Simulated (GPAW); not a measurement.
Crystal: PtS2.

```
Pt S
1.0
     3.54320    0.00000    0.00000
    -1.77160    3.06850    0.00000
     0.00000    0.00000    5.03880
Pt S
1 2
Direct
  0.00000 0.00000 0.00000
  0.66667 0.33333 0.77300
  0.33333 0.66667 0.22700
```

* Program: GPAW 26.7.0
* Task: relaxation of cell and atoms
* Functional: PBEsol
* Dispersion: D3
* Potentials or basis: PAW data sets generated in the run's folder for this functional
* Cutoff: 600 eV
* Basis: pw
* k mesh: 6 × 6 × 4
* Occupations: fermi-dirac, width 0.05 eV
* Spin: no spin polarisation

At the start: pressure 4.3 GPa; volume 18.26 Å³/atom.

How do energy, volume and symmetry change on relaxing?

Over 15 steps the energy falls by 63.9 meV/atom and the volume is 16.16 Å³/atom (-11.5 %); space group P-3m1 (No. 164, to 0.05 Å).

Step by step:
```tsv
step	energy change (eV)	largest force (eV/Å)	pressure (GPa)	volume (Å³)
1	0.0000	0.9982	4.35	54.78
2	-0.0323	0.6957	1.96	55.17
3	-0.0581	0.1942	-1.75	55.69
4	-0.0616	0.1208	-2.12	55.60
5	-0.0766	0.1183	-2.77	54.67
6	-0.0888	0.2199	-2.18	53.40
7	-0.0983	0.1903	-0.55	51.98
8	-0.1055	0.0825	0.96	51.10
9	-0.1181	0.1053	2.92	50.02
10	-0.1396	0.3104	4.98	48.57
11	-0.1662	0.3984	5.19	47.59
12	-0.1842	0.3234	2.22	48.26
13	-0.1906	0.0768	0.67	48.22
14	-0.1916	0.0009	-0.26	48.63
15	-0.1916	0.0012	-0.01	48.48
```

Final structure:
```cif
data_structure
_symmetry_space_group_name_H-M 'P 1'
_symmetry_Int_Tables_number 1
_cell_length_a 3.5793
_cell_length_b 3.5793
_cell_length_c 4.3695
_cell_angle_alpha 90.000
_cell_angle_beta 90.000
_cell_angle_gamma 120.000
_cell_volume 48.48
loop_
_atom_site_label
_atom_site_type_symbol
_atom_site_fract_x
_atom_site_fract_y
_atom_site_fract_z
_atom_site_occupancy
Pt1 Pt 0.00000 0.00000 0.00000 1
S1 S 0.66667 0.33333 0.72980 1
S2 S 0.33333 0.66667 0.27020 1
```

Caveat: later steps reuse the first step's grids; pairwise dispersion overbinds metals, which lowers pressure and volume.
